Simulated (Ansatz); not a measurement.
Rh:

```
CELL_PARAMETERS angstrom
0.00000 1.89785 1.89785
1.89785 0.00000 1.89785
1.89785 1.89785 0.00000
ATOMIC_POSITIONS crystal
Rh 0.00000 0.00000 0.00000
```

* Program: Ansatz 0.2.0
* Task: relaxation of cell and atoms
* Functional: LDA
* Potentials or basis: Ansatz PAW
* Cutoff: 420 eV (not typed: the program's choice for these potentials)
* k mesh: 12 × 12 × 12
* Occupations: fermi-dirac, width 0.05 eV
* Spin: no spin polarisation

At the start: volume 13.67 Å³/atom.

Problem. Where does the relaxation end?

Solution. It ends after 7 steps and the volume is 13.22 Å³/atom (-3.3 %); space group Fm-3m (No. 225, to 0.05 Å).

The path:
| step | energy change (eV) | largest force (eV/Å) | volume (Å³) |
| --- | --- | --- | --- |
| 1 | 0.0000 | 0.0000 | 13.67 |
| 2 | -0.0027 | 0.0000 | 12.82 |
| 3 | -0.0148 | 0.0000 | 13.24 |
| 4 | -0.0148 | 0.0000 | 13.22 |
| 5 | -0.0146 | 0.0000 | 13.22 |
| 6 | -0.0146 | 0.0000 | 13.22 |
| 7 | -0.0146 | 0.0000 | 13.22 |

Final structure:
```
CELL_PARAMETERS angstrom
0.00000 1.87653 1.87653
1.87653 0.00000 1.87653
1.87653 1.87653 0.00000
ATOMIC_POSITIONS crystal
Rh 0.00000 0.00000 0.00000
```

Caveat: the plane-wave basis is chosen anew once the cell has moved, so the energies of steps on either side of that aren't comparable; the PAW data sets come from PBE, with cores solved anew for the run's functional, which leaves a small shift of forces and pressure.
